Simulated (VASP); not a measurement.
This VASP 6.6.1 run on Si needs a look.

The input INCAR:

```
SYSTEM = Si
PREC = Accurate
ENCUT = 520
EDIFF = 1E-6
ISMEAR = 0
SIGMA = 0.05
LREAL = .FALSE.
LASPH = .TRUE.
NELM = 94
ALGO = Normal
ISIF = 2
LWAVE = .FALSE.
LCHARG = .FALSE.
ISPIN = 2
MAGMOM = 0.5 -0.25
LORBIT = 11
GGA = RP
IVDW = 12
IBRION = 1
NSW = 30
EDIFFG = -0.01
POTIM = 2.0
```

KPOINTS

```
regular mesh
0
G
  8 8 8
  0 0 0
```

POSCAR

```
Si
1.0
    0.0000000000      2.7218511865      2.7218511865
    2.7218511865      0.0000000000      2.7218511865
    2.7218511865      2.7218511865      0.0000000000
Si
2
Selective dynamics
Direct
    0.5265010000      0.4719730000      0.4739050000  F F F
    0.7665000000      0.7603790000      0.7552110000  T T T
```

Potentials or basis: VASP PAW PBE potentials, release 64 (Si).

Run with:

```console
$ cat potpaw_PBE.64/Si/POTCAR > POTCAR
$ mpirun -np 1 vasp_std > vasp.out
```

OUTCAR:

```text
SYSTEM = Si
   PREC = Accurate
   ENCUT = 520
   EDIFF = 1E-6
   ISMEAR = 0
   LREAL = .FALSE.
   LASPH = .TRUE.
   NELM = 94
   ISIF = 2
   ISPIN = 2
   LORBIT = 11
   GGA = RP
   IVDW = 12
   IBRION = 1
   NSW = 30
   EDIFFG = -0.01
   POTIM = 2.0
 IVDW          = 12

 ion  position               nearest neighbor table
   1  0.527  0.472  0.474-   2 2.24   2 2.27   2 2.40   2 2.55
   2  0.767  0.760  0.755-   1 2.24   1 2.27   1 2.40   1 2.55

  LATTYP: Found a face centered cubic cell.
 ALAT       =     5.4437023730

  Lattice vectors:

 A1 = (   0.0000000000,   2.7218511865,   2.7218511865)
 A2 = (   2.7218511865,   0.0000000000,   2.7218511865)
 A3 = (   2.7218511865,   2.7218511865,   0.0000000000)
[... 970 lines left out ...]
  free energy    TOTEN  =       -10.31209413 eV

  energy without entropy =      -10.31209413  energy(sigma->0) =      -10.31209413

------------------------ aborting loop because hard stop was set ---------------------------------------

 Edisp (eV)   -2.37401

 E8    (eV) :    -1.4084

  FORCE on cell =-STRESS in cart. coord.  units (eV):
  Direction    XX          YY          ZZ          XY          YZ          ZX
  --------------------------------------------------------------------------------------
  -------------------------------------------------------------------------------------
  Total      -1.74932    -1.74923    -1.74923    -0.00279    -0.02151    -0.00572
  in kB     -69.49545   -69.49184   -69.49179    -0.11100    -0.85455    -0.22739
  external pressure =      -69.49 kB  Pullay stress =        0.00 kB
[... 17 lines left out ...]
  FREE ENERGIE OF THE ION-ELECTRON SYSTEM (eV)
  ---------------------------------------------------
  free  energy   TOTEN  =       -12.6861065649 eV

  energy  without entropy=      -12.6861065649  energy(sigma->0) =      -12.68610656

 total charge

# of ion       s       p       d       tot
------------------------------------------
    1        0.750   0.942   0.000   1.692
    2        0.750   0.942   0.000   1.692
--------------------------------------------------
tot          1.501   1.883   0.000   3.384

 magnetization (x)

# of ion       s       p       d       tot
------------------------------------------
    1        0.000   0.000   0.000   0.000
    2       -0.000  -0.000   0.000  -0.000
--------------------------------------------------
tot          0.000   0.000   0.000   0.000
```

On the terminal:

```text
POSCAR found type information on POSCAR Si
 POSCAR found :  1 types and       2 ions
 scaLAPACK will be used
[... 47 lines left out ...]

 soft stop encountered!  aborting job ...
 deleting file STOPCAR
```

Problem. What happened, and what is wrong with the input?

Solution. The calculation hadn't finished when its time ran out. The input holds a flaw that was put in on purpose: ionic step far too long (POTIM = 2; IBRION = 1).
